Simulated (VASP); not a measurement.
CuI (Marshite), 2 atoms in the cell. Symmetry: F-43m, No. 216, cubic system. Conventional cell: a = 5.946 Å, b = 5.946 Å, c = 5.946 Å, α = 90.00°, β = 90.00°, γ = 90.00°. Cu (site symmetry -43m) is surrounded by 4 I at 2.57 Å. I (site symmetry -43m) has 4 Cu at 2.57 Å as nearest neighbours. 

```yaml
Program: VASP 6.6.1
Task: relaxation of cell and atoms
Functional: PBEsol
Potentials_or_basis: VASP PAW PBE potentials, release 64 (Cu, I)
Cutoff: 600 eV
k_mesh: 8 × 8 × 8
Occupations: gaussian, width 0.03 eV
Spin: no spin polarisation
Further_INCAR_settings: ALGO = Normal; EDIFF = 1e-07; IBRION = 2; EDIFFG = -0.005; NSW = 90; ISIF = 3
```

Potentials or basis: VASP PAW PBE potentials, release 64 (Cu, I).

The run is started by

```console
$ cat potpaw_PBE.64/Cu/POTCAR potpaw_PBE.64/I/POTCAR > POTCAR
$ mpirun -np 1 vasp_std > vasp.out
```

Hardware: 1 thread of Intel(R) Xeon(R) 6975P-C (Granite Rapids), with other jobs on the host.

**Question.** How long does it take, and how much memory?

**Answer.** It took 15 s on 1 thread of Intel(R) Xeon(R) 6975P-C (Granite Rapids), with other jobs on the host, peak memory 0.21 GiB. Counts: scf iterations 18, k points 29, ion steps 1.
